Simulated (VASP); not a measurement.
Na, 1 atom in the cell. The cell holds a molecule in a box, 1 atom: a = 10.500 Å, b = 11.000 Å, c = 11.500 Å, α = 90.00°, β = 90.00°, γ = 90.00°. 

```yaml
Program: VASP 6.6.1
Task: single point
Functional: HSE06
Dispersion: D3(BJ)
Potentials_or_basis: VASP PAW PBE potentials, release 64 (Na_pv)
Cutoff: 400 eV
k_mesh: 1 × 1 × 1
Occupations: gaussian, width 0.01 eV
Spin: collinear spin, ferromagnetic start
Starting_moments: "[0.5] μB"
Fixed_moment: 1 μB
Grid_for_exact_exchange_PRECFOCK: Fast
Screening_parameter: 0.2 1/A
Further_INCAR_settings: ALGO = Damped; EDIFF = 1e-06; NBANDS = 14; ISYM = 0
```

Potentials or basis: VASP PAW PBE potentials, release 64 (Na_pv).

Launch:

```sh
$ cat potpaw_PBE.64/Na_pv/POTCAR > POTCAR
$ cp INCAR.step1 INCAR
$ mpirun -np 4 vasp_gam > vasp.out
$ cp INCAR.step2 INCAR
$ mpirun -np 4 vasp_gam > vasp.out
```

Hardware: 4 MPI ranks on AMD EPYC 9R45 (Zen 5), with other jobs on the host.

Q: How long does it take, and how much memory?

A: Run time: 49 s on 4 MPI ranks on AMD EPYC 9R45 (Zen 5) (shared host), peak memory 0.47 GiB a rank. Counts: scf iterations 13, k points 1.
